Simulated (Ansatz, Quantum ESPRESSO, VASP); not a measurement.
# Equation of state of SiO under PBE

The structure is cubic, space group Pm-3m (No. 221). Conventional cell: a = 2.807 Å, b = 2.807 Å, c = 2.807 Å, α = 90.00°, β = 90.00°, γ = 90.00°. Si (site symmetry m-3m) is surrounded by 8 O at 2.43 Å. O (site symmetry m-3m) has 8 Si at 2.43 Å as nearest neighbours.

The cell comes from a database or a generator and needn't be the stable form of this composition.

The cell was scaled at fixed shape and fractions and run with Ansatz, Ansatz PAW (earlier soft set), cutoff 420 eV; PBE, k mesh 9 × 9 × 9 on the cell of 2 atoms, fermi-dirac occupations of 0.05 eV, no spin polarisation, no spin-orbit coupling. Energies are those that the program minimises, any entropy of the smearing included.

```tsv
V (Å³/atom)	energy over the lowest row (meV/atom)
10.3947	18.406
10.6158	8.099
10.8370	?
11.0582	0.000
11.2793	1.600
11.5005	6.408
11.7217	14.227
```

Fit the third-order Birch-Murnaghan form, give V0, B0 and B′, and predict the energy left open.

With y = (V0/V)^(2/3), E = E0 + (9 V0 B0/16) [(y - 1)³ B′ + (y - 1)² (6 - 4y)]. Least squares through the rows shown give V0 = 11.0703 Å³/atom, E0 = 0.025 meV, B0 = 129.7 GPa (1 eV/Å³ = 160.218 GPa) and B′ = 3.63, with a largest miss of 0.030 meV. At V = 10.8370 the form with these constants gives 2.081 meV; the run gave 2.071 meV an atom. Other set-ups at this level, from all their volumes (Å³/atom, GPa): Quantum ESPRESSO, SSSP 1.3 efficiency PBE: V0 11.072, B0 129.4; VASP, PBE PAW files O, Si, 520 eV: V0 11.080, B0 129.1.

The open point is reproduced to within the scatter of the fit, and the three set-ups nearly coincide in V0 and B0. The curve is therefore numerically well determined, though this agreement doesn't test PBE itself. The Si–O contacts of 2.43 Å are far longer than normal Si–O bonds, so each of the eight is individually weaker than a full covalent link. The lattice still resists compression appreciably because symmetry fixes both atoms: every contact must shorten with the cell, whereas open silica networks can yield by tilting their tetrahedra. The steeper rise on compression reflects the rapid growth of short-range repulsion.

Divalent silicon would normally favour a lopsided environment, with its 3s pair mixing with 3p, which the cubic site forbids. This suggests a drive towards distortion or towards disproportionation into silicon and silica, as known for solid SiO. The minimum shows resistance to uniform volume change only, not to shear or to displacements of the atoms.
